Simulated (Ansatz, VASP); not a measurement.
## Two plane-wave programs on GaAs

INCAR

```
SYSTEM = GaAs
ALGO = Normal ; EDIFF = 1E-6
EDIFFG = -0.005 ; ENCUT = 600
GGA = PE ; IBRION = 2
ISIF = 3 ; ISMEAR = 0
IVDW = 12 ; LASPH = .TRUE.
LCHARG = .FALSE. ; LREAL = .FALSE.
LWAVE = .FALSE. ; NELM = 80
NSW = 100 ; PREC = Accurate
SIGMA = 0.02
```

Contents of KPOINTS:

```
k-points
0
G
  12 12 12
  0 0 0
```

POSCAR

```
GaAs
1.0
    0.0000000000      2.8268500000      2.8268500000
    2.8268500000      0.0000000000      2.8268500000
    2.8268500000      2.8268500000      0.0000000000
Ga As
1 1
Direct
    0.0000000000      0.0000000000      0.0000000000
    0.7500000000      0.7500000000      0.7500000000
```

Input for Ansatz:

```yaml
crystal:
  lattice:
    - [0.0, 2.82685, 2.82685]
    - [2.82685, 0.0, 2.82685]
    - [2.82685, 2.82685, 0.0]
  atoms:
    - { symbol: Ga, position: [0.0, 0.0, 0.0] }
    - { symbol: As, position: [0.75, 0.75, 0.75] }
basis:
  ecutwfc: 420
kpoints:
  mp_grid: { grid: [12, 12, 12] }
hamiltonian:
  xc: pbe
  dispersion: d3bj
scf:
  occupations: { method: gaussian, width: 0.02 }
output:
  forces: true
  stress: true
  eigenvalues: true
relax:
  adjacent_minimum: "off"
  f_tol: 0.005
  max_steps: 80
  cell: { stress_tol: 0.05 }
```

Alike in both runs: task relaxation of cell and atoms; functional PBE; dispersion D3(BJ); k mesh 12 × 12 × 12; occupations gaussian, width 0.02 eV; no spin polarisation.

```csv
,VASP,Ansatz
version,VASP 6.6.1,Ansatz 0.2.0
potentials or method,"VASP PAW PBE potentials, release 64 (Ga_d, As)","scalar-relativistic, plane waves, PAW"
plane-wave cutoff (eV),600,420
valence electrons in the cell,18,28
```

|  | VASP | Ansatz | Ansatz less VASP |
| --- | --- | --- | --- |
| gap on the k mesh at the Fermi level, each at its own relaxed structure (eV) | 0.41 | 0.43 | +0.016 |
| relaxed volume (Å³/atom) | 22.92 | 22.85 | -0.062 |
| relaxed cell length with the largest relative difference (Å) | 4.017 | 4.013 | -0.0036 |

The two sets of potentials don't hold the same shells in valence.

Zero-point motion and thermal expansion aren't in these numbers.
